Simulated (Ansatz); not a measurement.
**HgTe: all-electron results**

```
CELL_PARAMETERS angstrom
0.00000 2.92150 2.92150
2.92150 0.00000 2.92150
2.92150 2.92150 0.00000
ATOMIC_POSITIONS crystal
Hg 0.00000 0.00000 0.00000
Te 0.50000 0.50000 0.50000
```

Atoms are numbered in the order listed.

The geometry is COD entry 1538296, unchecked; take it as a test cell.

Spin–orbit coupling is left out, though it moves levels of the heavy atoms by tenths of an eV or more.

Methods: DFT, PBEsol, all-electron LAPW, scalar-relativistic (Ansatz 0.2.0); DFT, PBEsol, PAW with Ansatz's default frozen-core files, scalar-relativistic (Ansatz 0.2.0).

For LAPW: a Γ-centred 12×12×12 k mesh, Fermi–Dirac smearing of 0.08 eV, basis error target 1 meV/atom, no spin polarisation. PAW takes a cutoff of 420 eV at this cell (files made with PBE, cores remade for this functional). The Ansatz runs share mesh, smearing and spin set-up. Values come from LAPW unless marked.

| Property | Result |
| --- | --- |
| Pressure at this cell | 60.7 kbar |
| Band gap | none: bands cross the Fermi level, a metal |
| Density of states at the Fermi level (0.2 eV bin) | 1.07 states/eV per cell |
| Löwdin charges (with 0.25 e of the cell spilling out of the atomic basis, so their sizes and signs hang on that basis) | Hg1 0.90, Te2 -0.65 e |
| Bader charges (from the PAW run) | Hg1 0.00, Te2 0.00 e |
| Volume per atom | 24.94 Å³ |
